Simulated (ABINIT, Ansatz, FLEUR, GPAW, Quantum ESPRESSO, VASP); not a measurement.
Fe: programs and potentials compared

```
Fe
1.0
    -1.44300    1.44300    1.44300
     1.44300   -1.44300    1.44300
     1.44300    1.44300   -1.44300
Fe
1
Cartesian
  0.0000 0.0000 0.0000
```

Alike in all runs: task single point; functional PBE; k mesh 13 × 13 × 13; occupations fermi-dirac, width 0.05 eV; collinear spin, ferromagnetic start; no spin-orbit coupling. Pressure is positive in compression and, in plane waves, holds the error of the finite cutoff, which Ansatz's Pulay term estimates and takes out.

| program and potentials | plane-wave cutoff (eV) | notes | pressure (GPa) | net moment per atom (μB) |
| --- | --- | --- | --- | --- |
| Ansatz, Ansatz PAW | 420 | 16 valence electrons an atom on average; Pulay term of +0.09 GPa included | -9.55 | 2.25 |
| VASP, PBE PAW files Fe, 520 eV | 520 | 8 valence electrons an atom on average | -9.09 | 2.28 |
| GPAW, GPAW PAW data sets (gpaw-data 1.2.1) | 600 | 8 valence electrons an atom on average | -7.97 | 2.25 |
| FLEUR, all-electron, FLAPW | - | - | - | 2.25 |
| Quantum ESPRESSO, SSSP 1.3 efficiency PBE | 871 | 16 valence electrons an atom on average | -11.35 | 2.25 |
| ABINIT, JTH PAW PBE v2.0 | 707 | 16 valence electrons an atom on average | -10.21 | 2.26 |
| Ansatz, all-electron LAPW, scalar-relativistic | - | - | -9.85 | 2.24 |

The pressure spans -11.35 (Quantum ESPRESSO, SSSP 1.3 efficiency PBE) to -7.97 GPa (GPAW, GPAW PAW data sets (gpaw-data 1.2.1)), with all-electron results at -9.85. The net moment per atom spans 2.24 (Ansatz, all-electron LAPW, scalar-relativistic) to 2.28 μB (VASP, PBE PAW files Fe, 520 eV), with all-electron results at 2.24 to 2.25. Runs that ended in another magnetic state (3) are left out. The state is the one that the start led to, which needn't be the lowest.

The functional is the same throughout but for its coding, so the spread measures potentials, basis and numerics; runs on potential files found faulty are left out.
